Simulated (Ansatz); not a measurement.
Cs2AgBiBr6:

```xyz
10
Lattice="0.0000 5.6161 5.6161 5.6161 0.0000 5.6161 5.6161 5.6161 0.0000" Properties=species:S:1:pos:R:3 pbc="T T T"
Bi    0.0000    0.0000    0.0000
Cs    8.4242    8.4242    8.4242
Cs    2.8081    2.8081    2.8081
Ag    5.6161    5.6161    5.6161
Br    5.6161    5.6161    8.4180
Br    5.6161    5.6161    2.8142
Br    2.8142    5.6161    5.6161
Br    5.6161    8.4180    5.6161
Br    8.4180    5.6161    5.6161
Br    5.6161    2.8142    5.6161
```

Base run:

- Program: Ansatz 0.2.0
- Functional: LDA
- Potentials or basis: Ansatz PAW
- Cutoff: 420 eV
- Density cutoff: 1680 eV
- k mesh: 4 × 4 × 4
- Occupations: fermi-dirac, width 0.05 eV
- Spin: no spin polarisation
- Hubbard terms: Ag d U = 1 eV

Its results: band gap on the k mesh 1.19 eV, indirect (least direct gap 2.41 eV); pressure -1.4 GPa; largest force 0.299 eV/Å.

After a change of settings the same cell gave: band gap on the k mesh 1.33 eV, indirect (least direct gap 2.49 eV); pressure -1.3 GPa; largest force 0.248 eV/Å. Which change was it?
A. occupations from fermi-dirac, width 0.05 eV to fixed; hubbard terms from Ag d U = 1 eV to none; hubbard projectors from ortho-atomic (the default) to none; potential files from those of the base run to others of the same set
B. hubbard terms from Ag d U = 1 eV to Ag d U = 3 eV
C. functional from LDA to revPBE; hubbard terms from Ag d U = 1 eV to none; hubbard projectors from ortho-atomic (the default) to none
D. functional from LDA to BLYP; hubbard terms from Ag d U = 1 eV to none; hubbard projectors from ortho-atomic (the default) to none

B.

Caveats: spin-orbit coupling is left out, which as a rule narrows the gap of such compounds by several tenths of an eV; the PAW data sets come from PBE, with cores solved anew for the run's functional, which leaves a small shift of forces and pressure.

Not every run made on this cell is shown here.
